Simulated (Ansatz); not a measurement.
# Kick test of a cell of Ti

The cell was reached from a generator's guess, though it ends in a space group that the Crystallography Open Database lists for this formula.

These are results of DFT PBE, scalar-relativistic, plane waves, PAW in Ansatz 0.2.0, not measurements. Settings: cutoff 420 eV, Γ-centred mesh 24×24×24 on the computed 1-atom cell, Gaussian smearing of 0.10 eV; no spin polarisation.

The cell below (1 atom, space group Fm-3m (No. 225)) is relaxed within its symmetry.

```
CELL_PARAMETERS angstrom
0.00000 2.05633 2.05633
2.05633 0.00000 2.05633
2.05633 2.05633 0.00000
ATOMIC_POSITIONS crystal
Ti 0.50000 0.50000 0.50000
```

For the test a repeat of it with 4 atoms (edges 2.91, 5.04, 5.04 Å) was strained at random (σ = 1.5 % a component), the atoms were moved at random (σ = 0.10 Å), and all was relaxed again on a coarse 8×6×6 mesh (in the run’s order of axes) with 0.20 eV smearing, with no symmetry imposed.

Q: Is the structure stable against such a distortion?

A: It returns, within 1 meV/atom of the unmoved cell on that mesh and with the same symmetry when read at 0.1 Å (Fmmm at 0.01 Å, so small strains and shifts remain). So it is stable against the distortions that fit this cell and that this random move excites. Modes that don't fit the cell aren't tested.
